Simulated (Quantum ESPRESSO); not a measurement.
Sb:

```
CELL_PARAMETERS angstrom
-1.87134 1.87134 1.87134
1.87134 -1.87134 1.87134
1.87134 1.87134 -1.87134
ATOMIC_POSITIONS crystal
Sb 0.00000 0.00000 0.00000
```

This isn't the form of Sb at room conditions, which is rhombohedral.

| Property | Result |
| --- | --- |
| Program | Quantum ESPRESSO 7.5 |
| Task | single point |
| Functional | PBEsol |
| Potentials or basis | GBRV 1.5 PBEsol |
| Cutoff | 612 eV |
| Density cutoff | 4898 eV |
| k mesh | 10 × 10 × 10 |
| Occupations | fermi-dirac, width 0.05 eV |
| Spin | no spin polarisation |

On this cell: pressure -0.1 GPa; band gap on the k mesh none (metal or under the smearing width).

The same run follows on a disturbed copy (cell strained at random at fixed volume):

```
CELL_PARAMETERS angstrom
-1.91168 1.89860 1.91097
1.86645 -1.92422 1.89137
1.82583 1.83838 -1.93660
ATOMIC_POSITIONS crystal
Sb 0.00668 0.00212 0.01774
```

Task: What changes?

Result: The energy (extrapolated to zero smearing) moves by +2.4 meV/atom; pressure -0.3 GPa; band gap on the k mesh none (metal or under the smearing width).

Stress tensor (GPa, compression positive):
```
-0.54  1.02  0.67
 1.02 -0.27  0.86
 0.67  0.86 -0.08
```
